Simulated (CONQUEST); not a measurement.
GePt:

```
Pt Ge
1.0
     3.69700    0.00000    0.00000
     0.00000    5.71900    0.00000
     0.00000    0.00000    6.08400
Pt Ge
4 4
Direct
  0.75000 0.00050 0.19080
  0.25000 0.49950 0.69080
  0.75000 0.50050 0.30920
  0.25000 0.99950 0.80920
  0.75000 0.81500 0.59000
  0.25000 0.68500 0.09000
  0.75000 0.31500 0.91000
  0.25000 0.18500 0.41000
```

Base run:

| Item | Value |
| --- | --- |
| Program | CONQUEST 1.3 |
| Functional | PBE |
| Potentials or basis | PseudoDojo NC PBE, DZP, grid cutoff 120 Ha |
| k mesh | 7 × 5 × 5 |
| Occupations | fermi-dirac, width 0.05 eV |
| Spin | no spin polarisation |

Its results: band gap on the k mesh none (metal or under the smearing width); pressure 12.1 GPa; largest force 0.214 eV/Å.

Q: The run is repeated on the same cell with these changes: functional from PBE to PBEsol; potentials or basis from PseudoDojo NC PBE, DZP, grid cutoff 120 Ha to PseudoDojo NC PBEsol, DZP, grid cutoff 120 Ha. What comes out?

A: Band gap on the k mesh none (metal or under the smearing width); pressure 5.2 GPa; largest force 0.166 eV/Å.

Caveats: the basis of atomic orbitals isn't converged, which shifts pressures, moduli and gaps.

Not every run made on this cell is shown here.
